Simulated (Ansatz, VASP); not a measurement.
# Two plane-wave programs on Mg

```
Mg
1.0
     3.20930    0.00000    0.00000
    -1.60465    2.77934    0.00000
     0.00000    0.00000    5.15820
Mg
2
Direct
  0.66667 0.33333 0.75000
  0.33333 0.66667 0.25000
```

Alike in both runs: functional PBEsol; k mesh 8 × 8 × 5; occupations fermi-dirac, width 0.05 eV; no spin polarisation.

|  | VASP | Ansatz |
| --- | --- | --- |
| version | VASP 6.6.1 | Ansatz 0.2.0 |
| potentials or method | VASP PAW PBE potentials, release 64 (Mg) | Ansatz PAW |
| plane-wave cutoff (eV) | 520 | 420 |
| valence electrons in the cell | 4 | 20 |
| task | single point | band structure |

VASP gave:

* gap on the k mesh at the Fermi level (eV): none
* pressure (GPa): -0.8
* largest component of the traceless stress (GPa): 0.72

Q: What did Ansatz give for the same quantities?

A: gap on the k mesh at the Fermi level (eV): none; pressure (GPa): -0.7; largest component of the traceless stress (GPa): 0.72.

A gap of «none» marks a metal or a gap that the smearing closes. The two sets of potentials don't hold the same shells in valence.

Caveats: the PAW data sets were made with another functional, which shifts forces and pressure a little (VASP); the PAW data sets come from PBE, with cores solved anew for the run's functional, which leaves a small shift of forces and pressure (Ansatz).
